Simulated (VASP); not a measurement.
Runs of VASP 6.6.1 on KCl (Sylvite). It takes space group Fm-3m (No. 225, cubic). Conventional cell: a = 6.293 Å, b = 6.293 Å, c = 6.293 Å, α = 90.00°, β = 90.00°, γ = 90.00°. K (site symmetry m-3m) is surrounded by 6 Cl at 3.15 Å. Cl (site symmetry m-3m) is surrounded by 6 K at 3.15 Å. 

| level | potentials or basis | ladder | further INCAR settings | gap on the mesh (eV) | pressure (GPa) |
| --- | --- | --- | --- | --- | --- |
| PBE | VASP PAW PBE potentials, release 64 (K_sv, Cl) | free | ALGO = Fast; EDIFF = 1e-06; NBANDS = 15 | (a) | 0.8 |
| PBEsol | VASP PAW PBE potentials, release 64 (K_sv, Cl) | gaps | ALGO = Normal; EDIFF = 1e-06 | 5.02 | - |
| r2SCAN | VASP PAW PBE potentials, release 64 (K_sv, Cl) | gaps | ALGO = Normal; EDIFF = 1e-06 | 5.83 | (b) |
| LDA | VASP PAW LDA potentials, release 64 (K_sv, Cl) | free | ALGO = Fast; EDIFF = 1e-06; NBANDS = 15 | 4.75 | -1.9 |
| PBEsol | VASP PAW PBE potentials, release 64 (K_sv, Cl) | free | ALGO = Fast; EDIFF = 1e-06; NBANDS = 15 | 5.02 | -0.3 |

Alike in all rows: task band structure; no spin polarisation; cell as given; k mesh 8 × 8 × 8; cutoff (eV) 520; smearing gaussian 0.02 eV.

Question: Estimate the missing entries.

Answer: (a) 5.19; (b) 0.0.

Caveats: the PAW data sets were made with another functional, which shifts forces and pressure a little (some runs).

